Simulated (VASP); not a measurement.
# WS2 (R3m) in VASP: single point with PBEsol

Aim: the single point of WS2 with PBEsol.

All numbers are computed with VASP 6.6.1; they aren't measurements. Logs are shortened: lines on timing, memory, paths and dates and some standing lists are left out, and cuts for length are marked.

**1. The structure**

Symmetry: R3m, No. 160, trigonal system. Conventional cell: a = 3.158 Å, b = 3.158 Å, c = 18.490 Å, α = 90.00°, β = 90.00°, γ = 120.00°. W (site symmetry 3m) is surrounded by 6 S at 2.39 to 2.42 Å. Around S (site symmetry 3m) lie 3 W at 2.39 Å. S (site symmetry 3m) is surrounded by 3 W at 2.42 Å.

Measurements of this composition are mostly on another form, of space group No. 194.

**2. Single point, PBEsol**

File INCAR:

```
SYSTEM = WS2
PREC = Accurate ; ENCUT = 520
EDIFF = 1E-7 ; ISMEAR = 0
SIGMA = 0.05 ; LREAL = .False.
LASPH = .True. ; NELM = 100
ALGO = Fast ; ISIF = 2
LWAVE = .False. ; LCHARG = .False.
GGA = PS ; NBANDS = 20
```

File KPOINTS:

```
Automatic mesh
0
Gamma
  12 12 12
  0 0 0
```

File POSCAR:

```
WS2
1.0
    1.5790003843      0.9116362969      6.1633300000
   -1.5790003843      0.9116362969      6.1633300000
    0.0000000000     -1.8232725938      6.1633300000
W S
1 2
Direct
    0.0000000000      0.0000000000      0.0000000000
    0.7503000000      0.7503000000      0.7503000000
    0.5810000000      0.5810000000      0.5810000000
```

Potentials or basis: VASP PAW PBE potentials, release 64 (W_sv, S).

Launch:

```console
> cat potpaw_PBE.64/W_sv/POTCAR potpaw_PBE.64/S/POTCAR > POTCAR
> mpirun -np 1 vasp_std > vasp.out
```

OUTCAR:

```text
SYSTEM = WS2
   PREC = Accurate
   ENCUT = 520
   EDIFF = 1E-7
   ISMEAR = 0
   LREAL = .False.
   LASPH = .True.
   NELM = 100
   ISIF = 2
   GGA = PS

 ion  position               nearest neighbor table
   1  0.000  0.000  0.000-   2 2.39   2 2.39   2 2.39   3 2.42   3 2.42   3 2.42
   2  0.750  0.750  0.750-   1 2.39   1 2.39   1 2.39
   3  0.581  0.581  0.581-   1 2.42   1 2.42   1 2.42

  LATTYP: Found a trigonal (rhomboedric) cell.
 ALAT       =     6.4273602389
 COS(alpha) =     0.8792939096

  Lattice vectors:

 A1 = (   1.5790003843,   0.9116362969,   6.1633300000)
 A2 = (  -1.5790003843,   0.9116362969,   6.1633300000)
 A3 = (   0.0000000000,  -1.8232725938,   6.1633300000)

Analysis of symmetry for initial positions (statically):
=====================================================================
 Subroutine PRICEL returns:
 Original cell was already a primitive cell.

 Routine SETGRP: Setting up the symmetry group for a
 trigonal (rhombohedral) supercell.

 Subroutine GETGRP returns: Found  6 space group operations
 (whereof  6 operations were pure point group operations)
 out of a pool of 12 trial point group operations.

The static configuration has the point symmetry C_3v.

Analysis of symmetry for dynamics (positions and initial velocities):
=====================================================================
 Subroutine PRICEL returns:
 Original cell was already a primitive cell.

 Routine SETGRP: Setting up the symmetry group for a
 trigonal (rhombohedral) supercell.

 Subroutine GETGRP returns: Found  6 space group operations
 (whereof  6 operations were pure point group operations)
 out of a pool of 12 trial point group operations.

The dynamic configuration has the point symmetry C_3v.

 Subroutine INISYM returns: Found  6 space group operations
 (whereof  6 operations are pure point group operations),
 and found     1 'primitive' translations

----------------------------------------------------------------------------------------

                                     Primitive cell

  volume of cell :      53.2317

  direct lattice vectors                    reciprocal lattice vectors
     1.579000384  0.911636297  6.163330000     0.316656034  0.182821447  0.054083318
    -1.579000384  0.911636297  6.163330000    -0.316656034  0.182821447  0.054083318
[... 86 lines left out ...]
   NELM   =    100;   NELMIN=  2; NELMDL= -5     # of ELM steps
   EDIFF  = 0.1E-06   stopping-criterion for ELM
   LREAL  =      F    real-space projection
   EDIFFG = 0.1E-05   stopping-criterion for IOM
   NSW    =      0    number of steps for IOM
   IBRION =     -1    ionic relax: 0-MD 1-quasi-New 2-CG
   NFREE  =      0    steps in history (QN), initial steepest desc. (CG)
   ISIF   =      2    stress and relaxation
   ISYM   =      2    0-nonsym 1-usesym 2-fastsym
   POTIM  = 0.5000    time-step for ionic-motion
   TEBEG  =    0.0;   TEEND  =   0.0 temperature during run
   PSTRESS=    0.0 pullay stress
   NELECT =      26.0000    total number of electrons
   NUPDOWN=      -1.0000    fix difference up-down
   EMIN   =  10.00;   EMAX   =-10.00  energy-range for DOS
   EFERMI =   0.00;   METHOD = LEGACY
   ISMEAR =     0;   SIGMA  =   0.05  broadening in eV -4-tet -1-fermi 0-gaus
   EFERMI_NEDOS =   21; number of points for ismear=-14 and -15
   IALGO  =     68    algorithm
   IMIX   =      4    mixing-type and parameters
     AMIX     =   0.40;   BMIX     =  1.00
     AMIX_MAG =   1.60;   BMIX_MAG =  1.00
  volume/ion in A,a.u.               =      17.74       119.74
  Fermi-wavevector in a.u.,A,eV,Ry     =   1.289266  2.436359 22.615688  1.662206
  Thomas-Fermi vector in A             =   2.421169
   LORBIT       =      0    0 simple, 1 ext, 2 COOP (PROOUT), +10 PAW based schemes
   GGA     = PS    functional components
   LHFCALC =     F    Hartree Fock is set to
   AEXX    =    0.0000 exact exchange contribution
   IVDW    =     0    specifies the selected vdW correction
   LEPSILON=     F    determine dielectric tensor
   LRPA    =     F    only Hartree local field effects (RPA)
 non-spin polarized calculation
 RMM-DIIS sequential band-by-band and
 Gauss-broadening in eV      SIGMA  =   0.05
  energy-cutoff  :      520.00
  volume of cell :       53.23
 maximum number of plane-waves:      1450
   NGX = 23   NGY = 23   NGZ = 23

 number of electron      26.0000001 magnetization

 Free energy of the ion-electron system (eV)
  ---------------------------------------------------
  ext. energy  EPLUGINS =         0.00000000
  ---------------------------------------------------
  free energy    TOTEN  =       -25.26331677 eV

  energy without entropy =      -25.26331677  energy(sigma->0) =      -25.26331677

 E-fermi :   7.8374     XC(G=0): -11.1155

 val. band max:        7.4015201632   @ k =   0.5000   0.5000   0.5000
 cond. band min:       8.3911931163   @ k =  -0.1667   0.1667   0.0000
 fundamental gap:      0.9896729531
 Fermi energy:         7.8374405775

 k-point     1 :       0.0000    0.0000    0.0000
  band No.  band energies     occupation
      1     -67.1910      2.00000
      2     -31.4607      2.00000
      3     -31.2782      2.00000
      4     -31.2782      2.00000
      5      -8.2557      2.00000
      6      -6.2415      2.00000
[... 541 lines left out ...]
     19      15.5804      0.00000
     20      15.7021      0.00000

 [... further k-points ...]

------------------------ aborting loop because EDIFF is reached ----------------------------------------

  FORCE on cell =-STRESS in cart. coord.  units (eV):
  Direction    XX          YY          ZZ          XY          YZ          ZX
  --------------------------------------------------------------------------------------
  -------------------------------------------------------------------------------------
  Total       -0.2880586     -0.2880586      0.0698494      0.0000000      0.0000000      0.0000000
  in kB       -8.6700377     -8.6700377      2.1023384      0.0000000      0.0000000      0.0000000
  external PRESSURE =      -5.0792457 kB  Pullay stress =       0.0000000 kB

 VOLUME and BASIS-vectors are now :
 -----------------------------------------------------------------------------
  energy-cutoff  :      520.00
  volume of cell :       53.23
      direct lattice vectors                 reciprocal lattice vectors
     1.579000384  0.911636297  6.163330000     0.316656034  0.182821447  0.054083318
    -1.579000384  0.911636297  6.163330000    -0.316656034  0.182821447  0.054083318
     0.000000000 -1.823272594  6.163330000     0.000000000 -0.365642893  0.054083318

 POSITION                                       TOTAL-FORCE (eV/Angst)
 -----------------------------------------------------------------------------------
      0.00000      0.00000      0.00000         0.000000      0.000000     -0.601490
      0.00000      0.00000     13.87304         0.000000      0.000000      0.252529
      0.00000      0.00000     10.74268         0.000000     -0.000000      0.348961
 -----------------------------------------------------------------------------------
    total drift:                                0.000000      0.000000      0.000008

  FREE ENERGIE OF THE ION-ELECTRON SYSTEM (eV)
  ---------------------------------------------------
  free  energy   TOTEN  =       -25.2633167716 eV

  energy  without entropy=      -25.2633167716  energy(sigma->0) =      -25.26331677
```

OSZICAR:

```text
N       E                     dE             d eps       ncg     rms          rms(c)
DAV:   1     0.197037553354E+03    0.19704E+03   -0.13072E+04  7560   0.130E+03
DAV:   2    -0.162551733433E+02   -0.21329E+03   -0.20634E+03  8872   0.343E+02
DAV:   3    -0.264096170806E+02   -0.10154E+02   -0.10048E+02  9452   0.705E+01
DAV:   4    -0.265543636339E+02   -0.14475E+00   -0.14464E+00  9228   0.909E+00
DAV:   5    -0.265567290015E+02   -0.23654E-02   -0.23653E-02  9384   0.122E+00    0.277E+01
RMM:   6    -0.254274144503E+02    0.11293E+01   -0.27850E+00  9112   0.102E+01    0.119E+01
RMM:   7    -0.252725575920E+02    0.15486E+00   -0.55008E-01  9735   0.383E+00    0.504E+00
RMM:   8    -0.252666946366E+02    0.58630E-02   -0.24381E-01 10027   0.285E+00    0.849E-01
RMM:   9    -0.252624209396E+02    0.42737E-02   -0.33745E-02  9575   0.136E+00    0.282E-01
RMM:  10    -0.252632133843E+02   -0.79244E-03   -0.94480E-03 10539   0.590E-01    0.992E-02
RMM:  11    -0.252633334972E+02   -0.12011E-03   -0.12402E-03 11303   0.226E-01    0.655E-02
RMM:  12    -0.252633152751E+02    0.18222E-04   -0.18964E-04  9804   0.923E-02    0.193E-02
RMM:  13    -0.252633160580E+02   -0.78289E-06   -0.32403E-05 10336   0.416E-02    0.178E-02
RMM:  14    -0.252633165531E+02   -0.49511E-06   -0.69613E-06 10872   0.189E-02    0.253E-03
RMM:  15    -0.252633167408E+02   -0.18770E-06   -0.16349E-06  9600   0.852E-03    0.361E-03
RMM:  16    -0.252633167716E+02   -0.30744E-07   -0.32127E-07  6919   0.400E-03
   1 F= -.25263317E+02 E0= -.25263317E+02  d E =-.159166E-37
```

It took 5.5 min on 1 thread of Intel Xeon 6975P-C (Granite Rapids), shared host; peak memory 0.44 GiB.

What came out:

```yaml
Free_energy: -25.2633 eV
Pressure: -0.5 GPa
Largest_force: 0.601 eV/Å
Band_gap_on_the_k_mesh: 0.99 eV, indirect (least direct gap 1.89 eV)
```

Forces in eV/Å, atoms in the order of the input:
```
W    0.000  0.000 -0.601
S    0.000  0.000  0.253
S    0.000  0.000  0.349
```

Caveat: the PAW data sets were made with another functional, which shifts forces and pressure a little; spin-orbit coupling is left out, which moves the levels of the heavy elements. PBEsol gaps usually lie below the measured ones, often by a third to a half.
